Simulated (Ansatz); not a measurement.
# ZrC: the cost of one run

Method: DFT PBE, scalar-relativistic, plane waves, PAW, in Ansatz 0.2.0.

### Step 1. The structure to begin with

Symmetry: P6_3/mmc, No. 194, hexagonal system. The conventional cell has a = 3.391 Å, b = 3.391 Å, c = 5.290 Å, α = 90.00°, β = 90.00°, γ = 120.00°. Zr (site symmetry -6m2) is surrounded by 6 C at 2.36 Å. C (site symmetry -3m) has 6 Zr at 2.36 Å as nearest neighbours.

As a file:

```
Zr C
1.0
     3.39148    0.00000    0.00000
    -1.69574    2.93710    0.00000
     0.00000    0.00000    5.29005
Zr C
2 2
Direct
  0.33333 0.66667 0.25000
  0.66667 0.33333 0.75000
  0.00000 0.00000 0.00000
  0.00000 0.00000 0.50000
```

Source of the structure: the Materials Project (structure only).

(A quick probe on a coarse mesh, which set the mesh and smearing, is not shown.)

### Step 3. Relaxing cell and atoms

Input file input.yaml:

```yaml
crystal:
  lattice:
    - [3.3914762718, 0.0, 0.0]
    - [-1.6957381359, 2.9371046077, 0.0]
    - [0.0, 0.0, 5.290053]
  atoms:
    - { symbol: Zr, position: [0.33333333, 0.66666667, 0.25] }
    - { symbol: Zr, position: [0.66666667, 0.33333333, 0.75] }
    - { symbol: C, position: [0.0, 0.0, 0.0] }
    - { symbol: C, position: [0.0, 0.0, 0.5] }
basis:
  ecutwfc: 420
kpoints:
  mp_grid: { grid: [15, 15, 8] }
hamiltonian:
  xc: pbe
scf:
  occupations: { method: gaussian, width: 0.1 }
output:
  forces: true
  stress: true
  eigenvalues: true
relax:
  adjacent_minimum: "off"
  f_tol: 0.005
  max_steps: 80
  cell: { stress_tol: 0.05 }
```

Q: Estimate wall time and peak memory on 1 thread of an Arm CPU, shared host.

About 44 s, with a peak of 0.41 GiB.
